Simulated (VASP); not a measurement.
Input of a VASP 6.6.1 run:

File POSCAR:

```
P
1.0
   -1.5264159377      1.5264159377      1.5264159377
    1.5264159377     -1.5264159377      1.5264159377
    1.5264159377      1.5264159377     -1.5264159377
P
1
Direct
    0.0000000000      0.0000000000      0.0000000000
```

INCAR.step1

```
PREC = Accurate ; ENCUT = 520
EDIFF = 1E-5 ; ISMEAR = -1
SIGMA = 0.1 ; LREAL = False
LASPH = True ; NELM = 100
ALGO = Normal ; ISIF = 2
LWAVE = True ; LCHARG = False
GGA = PE ; NBANDS = 8
```

Contents of INCAR.step2:

```
PREC = Accurate ; ENCUT = 520
EDIFF = 1E-6 ; ISMEAR = -1
SIGMA = 0.1 ; LREAL = False
LASPH = True ; NELM = 100
ALGO = Normal ; ISIF = 2
LWAVE = False ; LCHARG = False
GGA = PE ; LHFCALC = True
HFSCREEN = 0.2079 ; PRECFOCK = Normal
ISTART = 1 ; NBANDS = 8
```

Contents of KPOINTS:

```
Automatic mesh
0
Gamma
  7 7 7
```

Potentials or basis: VASP PAW PBE potentials, release 64 (P).

Command:

```sh
$ cat potpaw_PBE.64/P/POTCAR > POTCAR
$ cp INCAR.step1 INCAR
$ mpirun -np 1 vasp_std > vasp.out
$ cp INCAR.step2 INCAR
$ mpirun -np 1 vasp_std > vasp.out
```

Q: Predict the band gap on the k mesh.

A: None (metal or under the smearing width).

Q: Estimate the pressure.

A: -6.5 GPa.

Caveat: the k mesh is coarse (spacing up to 0.42 Å⁻¹), so the values aren't converged, least of all with exact exchange; the PAW data sets were made with another functional, which shifts forces and pressure a little.
